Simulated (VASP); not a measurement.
# Sb (P2_1/m) in VASP: notebook

One crystal, Sb, is run at these levels: PBEsol, RPBE; tasks: single point, relaxation of cell and atoms.

Program: VASP 6.6.1. These are calculated values, not measurements. Logs are shortened: lines on timing, memory, paths and dates and some standing lists are left out, and cuts for length are marked.

### Step 1. The structure

It takes space group P2_1/m (No. 11, monoclinic). Conventional cell: a = 3.122 Å, b = 4.348 Å, c = 4.406 Å, α = 90.00°, β = 90.51°, γ = 90.00°. Around Sb (site symmetry m) lie 6 Sb at 3.04 to 3.15 Å.

This isn't the form of Sb at room conditions, which is rhombohedral.

### Step 2. Single point, PBEsol

File INCAR:

```
  PREC = Accurate
  ENCUT = 520
  EDIFF = 1E-6
  ISMEAR = 0
  SIGMA = 0.1
  LREAL = F
  LASPH = T
  NELM = 100
  ALGO = Normal
  ISIF = 2
  LWAVE = F
  LCHARG = F
  GGA = PS
  NBANDS = 12
```

File KPOINTS:

```
Automatic mesh
0
Gamma
  14 10 10
```

File POSCAR:

```
Sb
1.0
    3.1224020000      0.0000000000      0.0000000000
    0.0000000000      4.3475180000      0.0000000000
   -0.0389150000      0.0000000000      4.4058520000
Sb
2
Direct
    0.9886110000      0.7500000000      0.7588340000
    0.0113890000      0.2500000000      0.2411660000
```

Potentials or basis: VASP PAW PBE potentials, release 64 (Sb).

Started as:

```bash
$ cat potpaw_PBE.64/Sb/POTCAR > POTCAR
$ mpirun -np 1 vasp_std > vasp.out
```

OUTCAR:

```text
PREC = Accurate
   ENCUT = 520
   EDIFF = 1E-6
   ISMEAR = 0
   LREAL = F
   LASPH = T
   NELM = 100
   ISIF = 2
   GGA = PS

 ion  position               nearest neighbor table
   1  0.989  0.750  0.759-   2 3.04   2 3.04   2 3.15   2 3.15
   2  0.011  0.250  0.241-   1 3.04   1 3.04   1 3.15   1 3.15

  LATTYP: Found a simple monoclinic cell.
 ALAT       =     3.1224020000
 B/A-ratio  =     1.3923633152
 C/A-ratio  =     1.4111007668
 COS(beta)  =    -0.0088322263

  Lattice vectors:

 A1 = (   3.1224020000,   0.0000000000,   0.0000000000)
 A2 = (   0.0000000000,   4.3475180000,   0.0000000000)
 A3 = (  -0.0389150000,   0.0000000000,   4.4058520000)

Analysis of symmetry for initial positions (statically):
=====================================================================
 Subroutine PRICEL returns:
 Original cell was already a primitive cell.

 Routine SETGRP: Setting up the symmetry group for a
 simple monoclinic supercell.

 Subroutine GETGRP returns: Found  4 space group operations
 (whereof  2 operations were pure point group operations)
 out of a pool of  4 trial point group operations.

The static configuration has the point symmetry S_2 .
 The point group associated with its full space group is C_2h.

Analysis of symmetry for dynamics (positions and initial velocities):
=====================================================================
 Subroutine PRICEL returns:
 Original cell was already a primitive cell.

 Routine SETGRP: Setting up the symmetry group for a
 simple monoclinic supercell.

 Subroutine GETGRP returns: Found  4 space group operations
 (whereof  2 operations were pure point group operations)
 out of a pool of  4 trial point group operations.

The dynamic configuration has the point symmetry S_2 .
 The point group associated with its full space group is C_2h.

 Subroutine INISYM returns: Found  4 space group operations
 (whereof  2 operations are pure point group operations),
 and found     1 'primitive' translations

----------------------------------------------------------------------------------------

                                     Primitive cell

  volume of cell :      59.8081

  direct lattice vectors                    reciprocal lattice vectors
     3.122402000  0.000000000  0.000000000     0.320266257  0.000000000  0.002828774
     0.000000000  4.347518000  0.000000000     0.000000000  0.230016299  0.000000000
    -0.038915000  0.000000000  4.405852000     0.000000000  0.000000000  0.226970856

  length of vectors
     3.122402000  4.347518000  4.406023856     0.320278749  0.230016299  0.226970856

  position of ions in fractional coordinates (direct lattice)
     0.988611000  0.750000000  0.758834000
     0.011389000  0.250000000  0.241166000

  ion indices of the primitive-cell ions
   primitive index   ion index
                 1           1
                 2           2

----------------------------------------------------------------------------------------

 KPOINTS: Automatic mesh

Automatic generation of k-mesh.
 Grid dimensions read from file:
 generate k-points for:   14   10   10

 Generating k-lattice:

  Cartesian coordinates                     Fractional coordinates (reciprocal lattice)
     0.022876161  0.000000000  0.000202055     0.071428571  0.000000000  0.000000000
     0.000000000  0.023001630  0.000000000     0.000000000  0.100000000  0.000000000
     0.000000000  0.000000000  0.022697086     0.000000000  0.000000000  0.100000000

  Length of vectors
     0.022877053  0.023001630  0.022697086

  Shift w.r.t. Gamma in fractional coordinates (k-lattice)
     0.000000000  0.000000000  0.000000000

 Subroutine IBZKPT returns following result:
 ===========================================

 Found    432 irreducible k-points:

 Following reciprocal coordinates:
            Coordinates               Weight
  0.000000  0.000000  0.000000      1.000000
  0.071429  0.000000  0.000000      2.000000
  0.142857  0.000000  0.000000      2.000000
  0.214286  0.000000 -0.000000      2.000000
  0.285714  0.000000  0.000000      2.000000
  0.357143  0.000000  0.000000      2.000000
[... 16 lines left out ...]
  0.428571  0.200000 -0.000000      4.000000
  0.500000  0.200000 -0.000000      2.000000
 [... further k-points ...]
   k-points           NKPTS =    432   k-points in BZ     NKDIM =    432   number of bands    NBANDS=     12
   number of dos      NEDOS =    301   number of ions     NIONS =      2
   total plane-waves  NPLWV =  27648
   dimension x,y,z NGX =    24 NGY =   32 NGZ =   36
   dimension x,y,z NGXF=    48 NGYF=   64 NGZF=   72
   ions per type =               2
   NGX,Y,Z   is equivalent  to a cutoff of  12.78, 12.24, 13.58 a.u.
   NGXF,Y,Z  is equivalent  to a cutoff of  25.56, 24.47, 27.17 a.u.
 SYSTEM =  unknown system
   PREC   = accura    normal or accurate (medium, high low for compatibility)
   ISTART =      0    job   : 0-new  1-cont  2-samecut
   ICHARG =      2    charge: 1-file 2-atom 10-const
   ISPIN  =      1    spin polarized calculation?
   LNONCOLLINEAR =      F non collinear calculations
   LSORBIT =      F    spin-orbit coupling
   LASPH  =      T    aspherical Exc in radial PAW
   ENCUT  =  520.0 eV  38.22 Ry    6.18 a.u.   5.81  8.08  8.19*2*pi/ulx,y,z
   NELM   =    100;   NELMIN=  2; NELMDL= -5     # of ELM steps
   EDIFF  = 0.1E-05   stopping-criterion for ELM
   LREAL  =      F    real-space projection
   EDIFFG = 0.1E-04   stopping-criterion for IOM
   NSW    =      0    number of steps for IOM
   IBRION =     -1    ionic relax: 0-MD 1-quasi-New 2-CG
   NFREE  =      0    steps in history (QN), initial steepest desc. (CG)
   ISIF   =      2    stress and relaxation
   ISYM   =      2    0-nonsym 1-usesym 2-fastsym
   POTIM  = 0.5000    time-step for ionic-motion
   TEBEG  =    0.0;   TEEND  =   0.0 temperature during run
   PSTRESS=    0.0 pullay stress
   NELECT =      10.0000    total number of electrons
   NUPDOWN=      -1.0000    fix difference up-down
   EMIN   =  10.00;   EMAX   =-10.00  energy-range for DOS
   EFERMI =   0.00;   METHOD = LEGACY
   ISMEAR =     0;   SIGMA  =   0.10  broadening in eV -4-tet -1-fermi 0-gaus
   EFERMI_NEDOS =   21; number of points for ismear=-14 and -15
   IALGO  =     38    algorithm
   IMIX   =      4    mixing-type and parameters
     AMIX     =   0.40;   BMIX     =  1.00
     AMIX_MAG =   1.60;   BMIX_MAG =  1.00
  volume/ion in A,a.u.               =      29.90       201.80
  Fermi-wavevector in a.u.,A,eV,Ry     =   0.901893  1.704330 11.067117  0.813410
  Thomas-Fermi vector in A             =   2.025029
   LORBIT       =      0    0 simple, 1 ext, 2 COOP (PROOUT), +10 PAW based schemes
   GGA     = PS    functional components
   LHFCALC =     F    Hartree Fock is set to
   AEXX    =    0.0000 exact exchange contribution
   IVDW    =     0    specifies the selected vdW correction
   LEPSILON=     F    determine dielectric tensor
   LRPA    =     F    only Hartree local field effects (RPA)
 non-spin polarized calculation
 Gauss-broadening in eV      SIGMA  =   0.10
  energy-cutoff  :      520.00
  volume of cell :       59.81
 maximum number of plane-waves:      1648
   NGX = 11   NGY = 17   NGZ = 17

 number of electron      10.0000000 magnetization

 number of electron       9.9999999 magnetization

 Free energy of the ion-electron system (eV)
  ---------------------------------------------------
  ext. energy  EPLUGINS =         0.00000000
  ---------------------------------------------------
  free energy    TOTEN  =        -9.05004596 eV

  energy without entropy =       -9.04394275  energy(sigma->0) =       -9.04699435

 E-fermi :   6.9330     XC(G=0):  -9.7414

 val. band max:        6.9307455995   @ k =  -0.3571   0.1000   0.4000
 cond. band min:       6.9344823057   @ k =  -0.4286   0.2000   0.1000
 fundamental gap:      0.0037367062
 Fermi energy:         6.9330057584

 k-point     1 :       0.0000    0.0000    0.0000
  band No.  band energies     occupation
      1      -5.4341      2.00000
      2      -0.3625      2.00000
      3       3.3806      2.00000
      4       3.5127      2.00000
      5       9.0244      0.00000
      6      10.0489      0.00000
      7      10.2723      0.00000
      8      10.4011      0.00000
      9      13.6715      0.00000
     10      13.9709      0.00000
     11      14.2721      0.00000
     12      15.1150      0.00000

 k-point     2 :       0.0714    0.0000    0.0000
  band No.  band energies     occupation
      1      -5.3617      2.00000
      2      -0.2872      2.00000
      3       3.4482      2.00000
      4       3.5803      2.00000
      5       9.0933      0.00000
      6       9.1233      0.00000
      7      10.3432      0.00000
      8      10.4713      0.00000
      9      13.3857      0.00000
     10      14.0288      0.00000
     11      14.4893      0.00000
     12      15.5573      0.00000

 k-point     3 :       0.1429    0.0000    0.0000
  band No.  band energies     occupation
      1      -5.1467      2.00000
      2      -0.0622      2.00000
      3       3.6463      2.00000
      4       3.7783      2.00000
      5       7.4397      0.00000
      6       9.3006      0.00000
      7      10.5504      0.00000
      8      10.6776      0.00000
      9      11.9023      0.00000
     10      14.2015      0.00000
     11      14.9237      0.00000
     12      16.6996      0.00000
[... 286 lines left out ...]
 k-point    23 :       0.4286    0.2000   -0.0000
  band No.  band energies     occupation
      1      -3.0121      2.00000
      2       0.9893      2.00000
      3       2.0648      2.00000
      4       5.2748      2.00000
      5       5.4914      2.00000
      6       6.1335      2.00000
      7      10.5311      0.00000
      8      10.8876      0.00000
      9      11.7275      0.00000
     10      12.2727      0.00000
     11      12.6883      0.00000
     12      15.6186      0.00000

 k-point    24 :       0.5000    0.2000   -0.0000
  band No.  band energies     occupation
      1      -2.7945      2.00000
      2       1.2391      2.00000
      3       1.6941      2.00000
      4       4.9042      2.00000
      5       5.6257      2.00000
      6       6.2319      2.00000
      7      10.6792      0.00000
      8      11.0472      0.00000
      9      11.5167      0.00000
     10      12.0049      0.00000
     11      12.8843      0.00000
     12      15.3420      0.00000

 [... further k-points ...]
[... 5 lines left out ...]
  --------------------------------------------------------------------------------------
  -------------------------------------------------------------------------------------
  Total       -1.0484537     -0.6273323     -0.7340925      0.0000000      0.0000000      0.0172209
  in kB      -28.0866369    -16.8053721    -19.6653314      0.0000000      0.0000000      0.4613249
  external PRESSURE =     -21.5191135 kB  Pullay stress =       0.0000000 kB

 VOLUME and BASIS-vectors are now :
 -----------------------------------------------------------------------------
  energy-cutoff  :      520.00
  volume of cell :       59.81
      direct lattice vectors                 reciprocal lattice vectors
     3.122402000  0.000000000  0.000000000     0.320266257  0.000000000  0.002828774
     0.000000000  4.347518000  0.000000000     0.000000000  0.230016299  0.000000000
    -0.038915000  0.000000000  4.405852000     0.000000000  0.000000000  0.226970856

 POSITION                                       TOTAL-FORCE (eV/Angst)
 -----------------------------------------------------------------------------------
      3.05731      3.26064      3.34331         0.029443      0.000000     -0.100139
      0.02618      1.08688      1.06254        -0.029443      0.000000      0.100139
 -----------------------------------------------------------------------------------
    total drift:                               -0.000000      0.000000      0.000000

  FREE ENERGIE OF THE ION-ELECTRON SYSTEM (eV)
  ---------------------------------------------------
  free  energy   TOTEN  =        -9.0500459590 eV

  energy  without entropy=       -9.0439427490  energy(sigma->0) =       -9.04699435
```

Wall time 92 s (1 thread of AMD EPYC 9R45 (Zen 5), shared host); peak memory 0.35 GiB.

What came out:

| Property | Result |
| --- | --- |
| Free energy | -9.0500 eV |
| Pressure | -2.2 GPa |
| Largest force | 0.104 eV/Å |
| Band gap on the k mesh | none (metal or under the smearing width) |

Forces in eV/Å, atoms in the order of the input:
```
Sb   0.029  0.000 -0.100
Sb  -0.029  0.000  0.100
```

Caveat: the PAW data sets were made with another functional, which shifts forces and pressure a little. Spin-orbit coupling is left out, which matters for the levels of Sb.

### Step 3. Relaxation of cell and atoms, PBEsol

File INCAR:

```
  PREC = Accurate
  ENCUT = 580
  EDIFF = 1E-7
  ISMEAR = 0
  SIGMA = 0.1
  LREAL = F
  LASPH = T
  NELM = 100
  ALGO = Normal
  ISIF = 3
  LWAVE = F
  LCHARG = F
  GGA = PS
  IBRION = 2
  NSW = 90
  EDIFFG = -0.005
```

KPOINTS is that of step 2.

POSCAR is that of step 2.

Potentials or basis: VASP PAW PBE potentials, release 64 (Sb).

Started as:

```bash
$ cat potpaw_PBE.64/Sb/POTCAR > POTCAR
$ mpirun -np 1 vasp_std > vasp.out
```

Run time: 15 min. Hardware: 1 thread of AMD EPYC 9R45 (Zen 5), shared host; peak memory 0.38 GiB.

The run converged. Its results:

| Property | Result |
| --- | --- |
| Free energy | -9.0746 eV |
| Relaxed volume | 28.73 Å³/atom |
| Relaxed cell | a = 3.066 Å, b = 4.329 Å, c = 4.330 Å, α = 90.00°, β = 89.94°, γ = 90.00° |
| Space group after relaxing (to 0.05 Å) | Pm-3m (No. 221) |
| Energy gained by relaxing | 12.3 meV/atom |
| Ionic steps | 21 |
| Pressure after relaxing | 0.0 GPa |
| Band gap on the k mesh | none (metal or under the smearing width) |

The path:
```csv
step,energy change (eV),largest force (eV/Å),pressure (GPa),volume (Å³)
1,0.0000,0.1043,-2.15,59.81
2,-0.0134,0.1811,1.32,56.40
3,-0.0176,0.1589,0.10,57.47
4,-0.0199,0.1289,0.09,57.43
5,-0.0229,0.0416,0.13,57.34
6,-0.0238,0.0213,-0.12,57.54
7,-0.0239,0.0227,-0.06,57.49
8,-0.0240,0.0207,0.03,57.41
9,-0.0240,0.0199,0.09,57.35
10,-0.0241,0.0194,0.08,57.37
11,-0.0242,0.0194,0.04,57.41
12,-0.0242,0.0250,-0.04,57.49
13,-0.0242,0.0225,-0.02,57.46
14,-0.0243,0.0223,-0.02,57.47
15,-0.0244,0.0229,-0.04,57.49
16,-0.0245,0.0194,0.01,57.44
17,-0.0245,0.0157,0.07,57.38
18,-0.0245,0.0092,-0.01,57.45
19,-0.0245,0.0064,-0.04,57.49
20,-0.0245,0.0070,-0.04,57.48
21,-0.0246,0.0016,-0.01,57.46
```

Final structure:
```
CELL_PARAMETERS angstrom
3.06557 0.00000 0.01522
0.00000 4.32897 0.00000
-0.01666 0.00000 4.32949
ATOMIC_POSITIONS crystal
Sb 0.00043 0.75000 0.74994
Sb 0.99957 0.25000 0.25006
```

Levels at points of the mesh, in eV from the Fermi level:
```tsv
k point	band 2	band 3	band 4	band 5	band 6	band 7	band 8	band 9
(0.00, 0.00, 0.00)	-7.38	-3.70	-3.70	1.98	3.33	3.37	3.37	6.98
(0.50, 0.00, 0.00)	-5.85	-4.32	-1.69	-1.69	-1.66	4.75	4.77	4.77
(0.00, 0.50, 0.00)	-10.85	-1.44	-1.44	-0.95	-0.95	5.10	5.10	8.10
(0.50, 0.50, 0.00)	-8.26	-4.15	-4.15	0.65	0.65	1.65	1.65	5.52
(0.00, 0.00, 0.50)	-10.85	-1.44	-1.44	-0.95	-0.95	5.09	5.10	8.10
(0.50, 0.00, 0.50)	-8.26	-4.15	-4.15	0.65	0.66	1.65	1.65	5.52
(0.00, 0.50, 0.50)	-10.12	-5.86	-5.86	5.48	5.48	5.52	5.52	9.18
(0.50, 0.50, 0.50)	-7.40	-3.72	-3.72	-3.69	-3.69	1.98	1.98	7.70
```

Caveat: the PAW data sets were made with another functional, which shifts forces and pressure a little. The run has no spin-orbit coupling, so splittings on Sb are missing.

[end of part 1 of 2]
